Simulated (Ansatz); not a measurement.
Al2O3:

```
CELL_PARAMETERS angstrom
4.61378 0.00000 0.00000
0.00000 9.56328 0.00000
0.00000 0.00000 3.11986
ATOMIC_POSITIONS crystal
Al 0.98298 0.82457 0.00000
Al 0.01702 0.17543 0.00000
Al 0.48297 0.67543 0.50000
Al 0.51702 0.32457 0.50000
O 0.50000 0.50000 0.50000
O 0.12363 0.75305 0.50000
O 0.37637 0.25305 0.00000
O 0.62364 0.74695 0.00000
O 0.00000 0.00000 0.00000
O 0.87636 0.24695 0.50000
```

Measurements of this composition are mostly on another form, of space group No. 167.

| Quantity | Value |
| --- | --- |
| Program | Ansatz 0.2.0 |
| Task | relaxation of cell and atoms |
| Functional | PBE |
| Dispersion | D4 |
| Potentials or basis | Ansatz PAW |
| Cutoff | 420 eV (not typed: the program's choice for these potentials) |
| k mesh | 6 × 3 × 9 |
| Occupations | fermi-dirac, width 0.05 eV |
| Spin | no spin polarisation |

At the start: volume 13.77 Å³/atom.

Problem. How do energy, volume and symmetry change on relaxing?

Solution. It ends after 17 steps and the volume is 13.02 Å³/atom (-5.4 %); space group Pnnm (No. 58, to 0.05 Å).

The path:
| step | energy change (eV) | largest force (eV/Å) | volume (Å³) |
| --- | --- | --- | --- |
| 1 | 0.0000 | 0.1931 | 137.66 |
| 2 | -0.0602 | 0.1279 | 137.21 |
| 3 | -0.1216 | 0.1414 | 137.43 |
| 4 | -0.1449 | 0.0822 | 137.26 |
| 5 | -0.1710 | 0.2060 | 137.82 |
| 6 | -0.1942 | 0.2913 | 136.35 |
| 7 | -0.2260 | 0.0885 | 133.24 |
| 8 | -0.2315 | 0.0205 | 132.40 |
| 9 | -0.2341 | 0.0028 | 131.88 |
| 10 | -0.2360 | 0.0098 | 131.39 |
| 11 | -0.2364 | 0.0013 | 131.30 |
| 12 | -0.2215 | 0.0013 | 131.30 |
| 13 | -0.2240 | 0.0040 | 130.71 |
| 14 | -0.2252 | 0.0029 | 130.38 |
| 15 | -0.2220 | 0.0028 | 130.38 |
| 16 | -0.2226 | 0.0027 | 130.21 |
| 17 | -0.2219 | 0.0027 | 130.21 |

Final structure:
```cif
data_structure
_symmetry_space_group_name_H-M 'P 1'
_symmetry_Int_Tables_number 1
_cell_length_a 4.5202
_cell_length_b 9.5664
_cell_length_c 3.0111
_cell_angle_alpha 90.000
_cell_angle_beta 90.000
_cell_angle_gamma 90.000
_cell_volume 130.21
loop_
_atom_site_label
_atom_site_type_symbol
_atom_site_fract_x
_atom_site_fract_y
_atom_site_fract_z
_atom_site_occupancy
Al1 Al 0.12663 0.83487 0.00000 1
Al2 Al 0.87337 0.16513 0.00000 1
Al3 Al 0.62663 0.66513 0.50000 1
Al4 Al 0.37337 0.33487 0.50000 1
O1 O 0.50000 0.50000 0.50000 1
O2 O 0.32227 0.78882 0.50000 1
O3 O 0.17773 0.28882 0.00000 1
O4 O 0.82227 0.71118 0.00000 1
O5 O 0.00000 0.00000 0.00000 1
O6 O 0.67773 0.21118 0.50000 1
```

Caveat: the plane-wave basis is chosen anew once the cell has moved, so the energies of steps on either side of that aren't comparable; the pressure holds a Pulay correction of +0.6 GPa for the finite cutoff.
